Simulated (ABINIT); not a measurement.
Ge, 4 atoms in the cell. The structure is hexagonal, space group P6_3/mmc (No. 194). Conventional cell: a = 3.998 Å, b = 3.998 Å, c = 6.599 Å, α = 90.00°, β = 90.00°, γ = 120.00°. Ge (site symmetry 3m) is surrounded by 4 Ge at 2.45 to 2.47 Å. This isn't the form of Ge at room conditions, which is diamond.

* Program: ABINIT 10.8.3 (patched build)
* Task: relaxation of cell and atoms
* Functional: LDA
* Potentials or basis: JTH PAW LDA v2.0
* Cutoff: 599 eV
* k mesh: 7 × 7 × 3
* Occupations: fermi-dirac, width 0.05 eV
* Spin: no spin polarisation
* Cell freedom (optcell): 2
* Cutoff smearing ecutsm (Ha): 0.5
* Optimiser (ionmov): 22
* Force stop (Ha/bohr): 0.0005
* Fine-grid cutoff: 1197.3 eV

Potentials or basis: JTH PAW LDA v2.0.

Launch:

```console
$ abinit run.abi > log 2>&1
```

Hardware: 1 thread of Arm Neoverse V2, with other jobs on the host.

Q: How long does it take, and how much memory?

A: Wall time 4.3 min on 1 thread of Arm Neoverse V2 (shared host), peak memory 0.19 GiB. Counts: scf iterations 35, mpi ranks 1, k points 16, bands 34, plane waves 3851, ion steps 3.
